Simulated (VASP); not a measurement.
Here is a VASP 6.6.1 calculation.

File INCAR:

```
PREC = Accurate
ENCUT = 600
EDIFF = 1E-6
ISMEAR = 0
SIGMA = 0.03
LREAL = F
LASPH = T
NELM = 80
ALGO = Normal
ISIF = 3
LWAVE = F
LCHARG = F
GGA = PS
IBRION = 2
NSW = 90
EDIFFG = -0.01
KPAR = 4
```

File KPOINTS:

```
Automatic mesh
0
Gamma
  8 8 8
```

Contents of POSCAR:

```
ZnSe
1.0
    0.0000000000      2.8338000000      2.8338000000
    2.8338000000      0.0000000000      2.8338000000
    2.8338000000      2.8338000000      0.0000000000
Zn Se
1 1
Direct
    0.0000000000      0.0000000000      0.0000000000
    0.2500000000      0.2500000000      0.2500000000
```

Potentials or basis: VASP PAW PBE potentials, release 64 (Zn, Se).

The run is started by

```sh
$ cat potpaw_PBE.64/Zn/POTCAR potpaw_PBE.64/Se/POTCAR > POTCAR
$ mpirun -np 4 vasp_std > vasp.out
```

(1) Estimate the band gap on the k mesh.

(2) What does it give for the relaxed cell?

Results:

(1) 1.23 eV, direct.

(2) a = 3.989 Å, b = 3.989 Å, c = 3.989 Å, α = 60.00°, β = 60.00°, γ = 60.00°.
